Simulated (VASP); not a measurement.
The system is CsH.

```
Cs H
1.0
     4.53925    0.00000    0.00000
    -2.26963    3.93111    0.00000
     0.00000    0.00000    5.67377
Cs H
2 2
Direct
  0.33333 0.66667 0.25000
  0.66667 0.33333 0.75000
  0.66667 0.33333 0.25000
  0.33333 0.66667 0.75000
```

The cell was built by a generator and needn't be a form met in nature.

```yaml
Program: VASP 6.6.1
Task: relaxation of cell and atoms
Functional: PBE
Potentials_or_basis: VASP PAW PBE potentials, release 64 (Cs_sv, H)
Cutoff: 600 eV
k_mesh: 6 × 6 × 4
Occupations: fermi-dirac, width 0.02 eV
Spin: no spin polarisation
```

At the start: pressure 7.2 GPa; volume 25.31 Å³/atom.

Problem. How do energy, volume and symmetry change on relaxing?

Solution. Over 11 steps the energy falls by 231.8 meV/atom and the volume is 39.38 Å³/atom (+55.6 %); space group P6_3/mmc (No. 194, to 0.05 Å).

Step by step:
```tsv
step	energy change (eV)	largest force (eV/Å)	pressure (GPa)	volume (Å³)
1	0.0000	0.0000	7.24	101.24
2	-0.5775	0.0000	3.52	118.94
3	-0.8998	0.0000	0.71	145.56
4	-0.9247	0.0000	0.13	155.16
5	-0.9258	0.0000	-0.01	157.87
6	-0.9256	0.0000	-0.07	159.18
7	-0.9264	0.0000	-0.04	158.63
8	-0.9273	0.0000	0.02	157.47
9	-0.9273	0.0000	0.02	157.24
10	-0.9273	0.0000	0.03	157.20
11	-0.9273	0.0000	0.01	157.51
```

Final structure:
```cif
data_structure
_symmetry_space_group_name_H-M 'P 1'
_symmetry_Int_Tables_number 1
_cell_length_a 5.3298
_cell_length_b 5.3298
_cell_length_c 6.4026
_cell_angle_alpha 90.000
_cell_angle_beta 90.000
_cell_angle_gamma 120.000
_cell_volume 157.51
loop_
_atom_site_label
_atom_site_type_symbol
_atom_site_fract_x
_atom_site_fract_y
_atom_site_fract_z
_atom_site_occupancy
Cs1 Cs 0.33333 0.66667 0.25000 1
Cs2 Cs 0.66667 0.33333 0.75000 1
H1 H 0.66667 0.33333 0.25000 1
H2 H 0.33333 0.66667 0.75000 1
```

Caveat: the volume moved by over 15 % at a fixed basis, so the end points are rough.
